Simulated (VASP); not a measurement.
The system is TaN.

```xyz
2
Lattice="0.0000 2.2113 2.2113 2.2113 0.0000 2.2113 2.2113 2.2113 0.0000" Properties=species:S:1:pos:R:3 pbc="T T T"
Ta    2.2113    2.2113    2.2113
N     0.0000    0.0000    0.0000
```

The cell comes from a database or a generator and needn't be the stable form of this composition.

* Program: VASP 6.6.1
* Task: relaxation of cell and atoms
* Functional: PBE
* Dispersion: D3(BJ)
* Potentials or basis: VASP PAW PBE potentials, release 64 (Ta_pv, N)
* Cutoff: 600 eV
* k mesh: 8 × 8 × 8
* Occupations: fermi-dirac, width 0.05 eV
* Spin: no spin polarisation

At the start: pressure -7.6 GPa; volume 10.81 Å³/atom.

Question: How do energy, volume and symmetry change on relaxing?

Answer: Over 4 steps the energy falls by 5.9 meV/atom and the volume is 10.57 Å³/atom (-2.3 %); space group Fm-3m (No. 225, to 0.05 Å).

Step by step:
```tsv
step	energy change (eV)	largest force (eV/Å)	pressure (GPa)	volume (Å³)
1	0.0000	0.0000	-7.55	21.63
2	0.0525	0.0000	20.26	20.07
3	-0.0118	0.0000	-0.13	21.15
4	-0.0118	0.0000	0.02	21.14
```

Final structure:
```cif
data_structure
_symmetry_space_group_name_H-M 'P 1'
_symmetry_Int_Tables_number 1
_cell_length_a 3.1035
_cell_length_b 3.1035
_cell_length_c 3.1035
_cell_angle_alpha 60.000
_cell_angle_beta 60.000
_cell_angle_gamma 60.000
_cell_volume 21.14
loop_
_atom_site_label
_atom_site_type_symbol
_atom_site_fract_x
_atom_site_fract_y
_atom_site_fract_z
_atom_site_occupancy
Ta1 Ta 0.50000 0.50000 0.50000 1
N1 N 0.00000 0.00000 0.00000 1
```

Caveat: pairwise dispersion overbinds metals, which lowers pressure and volume.
